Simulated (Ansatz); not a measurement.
MgF₂:
```
CELL_PARAMETERS angstrom
      4.62226     0.00000     0.00000
      0.00000     4.62226     0.00000
      0.00000     0.00000     3.04641
ATOMIC_POSITIONS crystal
  Mg 0.00000 0.00000 0.00000
  Mg 0.50000 0.50000 0.50000
  F  0.30298 0.30298 0.00000
  F  0.19702 0.80298 0.50000
  F  0.69702 0.69702 0.00000
  F  0.80298 0.19702 0.50000
```

x, y and z are the axes in which the lattice vectors are written.

### Question
Give the high-frequency dielectric tensor and the Born effective charge tensors of the independent atoms from DFPT, r²SCAN in the plane-wave PAW code Ansatz.

### Answer

ε∞:
```
1.94  0.00  0.00
0.00  1.94  0.00
0.00  0.00  1.97
```
Z* of atom 1 (Mg), rows: field, columns: displacement, in e:
```
1.98  0.04  0.00
0.04  1.98  0.00
0.00  0.00  2.07
```
Z* of atom 3 (F), rows: field, columns: displacement, in e:
```
-0.99  -0.20   0.00
-0.20  -0.99   0.00
 0.00   0.00  -1.03
```

Static charges for comparison (Bader): Mg1 +1.80, F3 -0.90 e. Born charges measure polarisation by displacement and can exceed these by far.

Space group P4_2/mnm (rutile). The r²SCAN relaxation kept the symmetry of its start.

Potentials: the later of the program's two PAW sets.
